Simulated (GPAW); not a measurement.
Wanted: an ASE script for a GPAW 26.7.0 run.

```yaml
Task: single point
Functional: TB-mBJ
Potentials_or_basis: GPAW PAW data sets for LDA (gpaw-data 1.2.1)
Cutoff: 800 eV
Basis: pw
k_mesh: 9 × 9 × 9
Occupations: fermi-dirac, width 0.05 eV
Spin: no spin polarisation
Maxiter: 150
```

The structure of BeS lies in POSCAR:

```
BeS
1.0
    0.0000000000      2.4250000000      2.4250000000
    2.4250000000      0.0000000000      2.4250000000
    2.4250000000      2.4250000000      0.0000000000
S Be
1 1
Direct
    0.7500000000      0.7500000000      0.7500000000
    0.0000000000      0.0000000000      0.0000000000
```

The input as run:

run.py

```python
from ase.dft.bandgap import bandgap
from ase.io import read, write
from gpaw import GPAW, PW

atoms = read('POSCAR')

calc = GPAW(mode=PW(800),
            xc='TB09',
            kpts={'size': (9, 9, 9), 'gamma': True},
            occupations={'name': 'fermi-dirac', 'width': 0.05},
            nbands=11,
            convergence={'density': 1e-05, 'energy': 1e-05},
            eigensolver='cg',
            maxiter=150,
            txt='gpaw.txt')
atoms.calc = calc
energy = atoms.get_potential_energy()
calc.write('gs.gpw')
write('result.traj', atoms)
print('Fermi level:', round(calc.get_fermi_level(), 4), 'eV')
print(f'Gap: {bandgap(calc)[0]:.4f} eV, direct: {bandgap(calc, direct=True)[0]:.4f} eV')
```

Potentials or basis: GPAW PAW data sets for LDA (gpaw-data 1.2.1), pw.

Command:

```console
$ OMP_NUM_THREADS=1 python run.py
```

Results of the run:

| Property | Result |
| --- | --- |
| Band gap on the k mesh | 4.24 eV, indirect (least direct gap 6.53 eV) |

Caveat: a model potential gives levels but no total energy; an odd mesh through Γ misses points on the zone boundary, where band edges often lie.

It took 20 s on 1 thread of Intel(R) Xeon(R) 6975P-C (Granite Rapids) (shared host), peak memory 0.19 GiB.
